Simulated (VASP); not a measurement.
A run of VASP 6.6.1:

The input INCAR:

```
SYSTEM = C
AGGAC = 1.0
AGGAX = 1.0
ALDAC = 0.0
ALDAX = 1.0
ALGO = Fast
EDIFF = 1E-7
EDIFFG = -0.02
ENCUT = 600
GGA = B5
IBRION = 2
ISIF = 3
ISMEAR = -1
IVDW = 13
LASPH = .True.
LCHARG = .False.
LREAL = .False.
LWAVE = .False.
NELM = 60
NSW = 60
PREC = Accurate
SIGMA = 0.05
VDW_A1 = 0.44488865
VDW_A2 = 4.0933009
VDW_S6 = 1.0
VDW_S8 = 2.34076671
```

KPOINTS

```
k-points
0
Gamma
  12 12 3
  0 0 0
```

Contents of POSCAR:

```
C
1.0
    2.5221000000      0.0000000000      0.0000000000
   -1.2610500000      2.1842026709      0.0000000000
    0.0000000000      0.0000000000     12.3557000000
C
12
Direct
    0.6666666667      0.3333333333      0.3541700000
    0.3333333333      0.6666666667      0.8541700000
    0.6666666667      0.3333333333      0.1458300000
    0.3333333333      0.6666666667      0.6458300000
    0.6666666667      0.3333333333      0.4791700000
    0.3333333333      0.6666666667      0.9791700000
    0.6666666667      0.3333333333      0.0208300000
    0.3333333333      0.6666666667      0.5208300000
    0.0000000000      0.0000000000      0.8125000000
    0.0000000000      0.0000000000      0.3125000000
    0.0000000000      0.0000000000      0.6875000000
    0.0000000000      0.0000000000      0.1875000000
```

Potentials or basis: VASP PAW PBE potentials, release 64 (C).

The run is started by

```sh
$ cat potpaw_PBE.64/C/POTCAR > POTCAR
$ mpirun -np 1 vasp_std > vasp.out
```

Hardware: 1 thread of Intel(R) Xeon(R) Platinum 8259CL CPU @ 2.50GHz (Skylake/Cascade Lake), with other jobs on the host.

Problem. How long does it take, and how much memory?

Solution. It took 9 min on 1 thread of Intel(R) Xeon(R) Platinum 8259CL CPU @ 2.50GHz (Skylake/Cascade Lake) (shared host), peak memory 0.22 GiB. Counts: scf iterations 54, k points 38, ion steps 5.
